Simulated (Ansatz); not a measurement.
BeTe:

```xyz
2
Lattice="1.7870 -4.7975 0.0000 1.7870 4.7975 0.0000 0.0000 0.0000 3.5692" Properties=species:S:1:pos:R:3 pbc="T T T"
Be    1.7870    0.0000    1.7846
Te    0.0000    0.0000    0.0000
```

The cell was built by a generator and needn't be a form met in nature.

```yaml
Program: Ansatz 0.2.0
Task: relaxation of cell and atoms
Functional: HSE06
Potentials_or_basis: Ansatz PAW
Cutoff: "420 eV (not typed: the program's choice for these potentials)"
k_mesh: 4 × 4 × 4
Occupations: fermi-dirac, width 0.05 eV
Spin: no spin polarisation
```

At the start: volume 30.60 Å³/atom.

Question: Where does the relaxation end?

Answer: It ends after 10 steps and the volume is 27.95 Å³/atom (-8.7 %); space group Cmmm (No. 65, to 0.05 Å).

Step by step:
| step | energy change (eV) | largest force (eV/Å) | volume (Å³) |
| --- | --- | --- | --- |
| 1 | 0.0000 | 0.0000 | 61.20 |
| 2 | -0.0027 | 0.0000 | 59.87 |
| 3 | -0.0040 | 0.0000 | 60.10 |
| 4 | -0.0045 | 0.0000 | 59.90 |
| 5 | -0.0050 | 0.0000 | 59.42 |
| 6 | -0.0059 | 0.0000 | 58.35 |
| 7 | -0.0073 | 0.0000 | 55.21 |
| 8 | -0.0075 | 0.0000 | 56.17 |
| 9 | -0.0075 | 0.0000 | 55.89 |
| 10 | -0.0070 | 0.0000 | 55.89 |

Final structure:
```cif
data_structure
_symmetry_space_group_name_H-M 'P 1'
_symmetry_Int_Tables_number 1
_cell_length_a 4.7748
_cell_length_b 4.7748
_cell_length_c 3.5217
_cell_angle_alpha 90.000
_cell_angle_beta 90.000
_cell_angle_gamma 135.881
_cell_volume 55.89
loop_
_atom_site_label
_atom_site_type_symbol
_atom_site_fract_x
_atom_site_fract_y
_atom_site_fract_z
_atom_site_occupancy
Be1 Be 0.50000 0.50000 0.50000 1
Te1 Te 0.00000 0.00000 0.00000 1
```

Caveat: the k mesh is coarse (spacing up to 0.47 Å⁻¹), so the values aren't converged, least of all with exact exchange; the plane-wave basis is chosen anew once the cell has moved, so the energies of steps on either side of that aren't comparable; the PAW data sets come from PBE, with cores solved anew for the run's functional, which leaves a small shift of forces and pressure.
